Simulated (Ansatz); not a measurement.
**Pressure coefficients of NaI**

```
Na I
1.0
     0.00000    3.58138    3.58138
     3.58138    0.00000    3.58138
     3.58138    3.58138    0.00000
Na I
1 1
Direct
  0.00000 0.00000 0.00000
  0.25000 0.25000 0.25000
```

The cell was built from the zincblende type and relaxed in the same program, and has space group F-43m; it needn't be a known or the stable phase.

No spin–orbit coupling, which matters for the heavy atoms here.

Level of theory: DFT, PBE, all-electron LAPW, scalar-relativistic (Ansatz 0.2.0).

Settings: a Γ-centred 10×10×10 k mesh, Fermi–Dirac smearing of 0.05 eV, basis error target 1 meV/atom, no spin polarisation.

The cell is scaled evenly with fractional coordinates held. Semilocal gaps are too small, but their slopes carry over better.

| V/V(cell) | P (GPa) | gap on the k mesh (eV) |
| --- | --- | --- |
| 0.9800 | 0.24 | 3.805 |
| 1.0000 | 0.01 | 3.771 |
| 1.0200 | -0.19 | 3.739 |
| 1.0400 | -0.37 | 3.707 |

(1) From the rows at 0.9800 and 1.0200, what is the bulk modulus at the cell's volume?

(2) What are the gap's volume deformation potential and pressure coefficient?

(3) Predict the row at V/V(cell) = 0.9600. How far is a linear estimate of P off?

Results:

(1) B = −ΔP/Δln V = −[(-0.19) − (0.24)]/0.04001 = 10.7 GPa.

(2) dEg/dln V = (3.739 − 3.805)/0.04001 = -1.65 eV, and dEg/dP = −(dEg/dln V)/B = 154 meV/GPa: pressure widens the gap.

(3) P = 0.49 GPa, gap 3.840 eV. The linear estimate P(cell) − B ln(V/V(cell)) = 0.45 GPa misses by 0.04 GPa, since the modulus grows under compression.
